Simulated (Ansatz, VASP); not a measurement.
## One calculation of AlNi, 3 ways

```
Ni Al
1.0
     2.88100    0.00000    0.00000
     0.00000    2.88100    0.00000
     0.00000    0.00000    2.88100
Ni Al
1 1
Direct
  0.50000 0.50000 0.50000
  0.00000 0.00000 0.00000
```

Alike in all runs: task single point; functional PBE; k mesh 9 × 9 × 9; occupations gaussian, width 0.1 eV; collinear spin, ferromagnetic start; no spin-orbit coupling. Pressure is positive in compression and, in plane waves, holds the error of the finite cutoff, which Ansatz's Pulay term estimates and takes out.

```csv
program and potentials,plane-wave cutoff (eV),notes,pressure (GPa),net moment per atom (μB)
"Ansatz, Ansatz PAW",420,10.5 valence electrons an atom on average; Pulay term of +0.06 GPa included,1.94,0.00
"VASP, PBE PAW files Al, Ni, release 54, 520 eV",520,6.5 valence electrons an atom on average,?,?
"Ansatz, all-electron LAPW, scalar-relativistic",-,-,1.89,0.00
```

Question: Estimate from the other rows what the run with VASP, PBE PAW files Al, Ni, release 54, 520 eV gave.

Answer: Pressure 1.97 GPa; net moment per atom 0.00 μB. The other rows, which needn't bracket it: pressure 1.89 to 1.94; net moment per atom 0.00.
